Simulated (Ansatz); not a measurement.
MgO (P6_3/mmc) at 4 levels of theory

One geometry, relaxed with PBE; plane waves with PAW potentials in Ansatz, scalar-relativistic. No spin polarisation. Gaps are the least over mesh and band path; pressure is positive in compression, and isn't given for hybrids.

```cif
data_structure
_symmetry_space_group_name_H-M 'P6_3/mmc'
_symmetry_Int_Tables_number 194
_cell_length_a 3.5207
_cell_length_b 3.5207
_cell_length_c 4.2374
_cell_angle_alpha 90.000
_cell_angle_beta 90.000
_cell_angle_gamma 120.000
_cell_volume 45.49
loop_
_atom_site_label
_atom_site_type_symbol
_atom_site_symmetry_multiplicity
_atom_site_Wyckoff_symbol
_atom_site_fract_x
_atom_site_fract_y
_atom_site_fract_z
_atom_site_occupancy
Mg1 Mg 2 c 0.66667 0.33333 0.75000 1
O1 O 2 d 0.66667 0.33333 0.25000 1
```

| level | cutoff (eV) | k mesh | gap (eV) | pressure (GPa) |
| --- | --- | --- | --- | --- |
| PBE | 420 | 6×6×6 | 3.28 | 0.0 |

**Question.** What comes out on the same cell with r2SCAN, HSE06, LDA?

**Answer.**
| level | cutoff (eV) | k mesh | gap (eV) | pressure (GPa) |
| --- | --- | --- | --- | --- |
| r2SCAN | 500 | 6×6×6 | 3.91 | -4.3 |
| HSE06 | 420 | 6×6×4 | 4.85 | - |
| LDA | 420 | 6×6×6 | 3.16 | -8.0 |

It was relaxed from a Materials Project cell.
